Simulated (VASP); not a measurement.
The system is MnF2.

```
Mn F
1.0
     4.87380    0.00000    0.00000
     0.00000    4.87380    0.00000
     0.00000    0.00000    3.31070
Mn F
2 4
Direct
  0.50000 0.50000 0.50000
  0.00000 0.00000 0.00000
  0.80530 0.19470 0.50000
  0.69470 0.69470 0.00000
  0.19470 0.80530 0.50000
  0.30530 0.30530 0.00000
```

Base run:

- Program: VASP 6.6.1
- Functional: PBEsol
- Potentials or basis: VASP PAW PBE potentials, release 64 (Mn_pv, F)
- Cutoff: 520 eV
- k mesh: 6 × 6 × 8
- Occupations: fermi-dirac, width 0.05 eV
- Spin: collinear spin, ferromagnetic start
- Starting moments: [4.0, 4.0, 0.0, 0.0, 0.0, 0.0] μB

Its results: band gap on the k mesh 0.94 eV, direct; net moment 10.00 μB per cell; site moments Mn +4.58; F +0.09 μB.

Problem. The run is repeated on the same cell with these changes: functional from PBEsol to BLYP. What comes out?

Solution. Band gap on the k mesh 1.30 eV, direct; net moment 10.00 μB per cell; site moments Mn +4.58; F +0.11 μB.

Caveats: only a ferromagnetic start was run, and an antiferromagnetic order may lie lower in energy.

Not every run made on this cell is shown here.
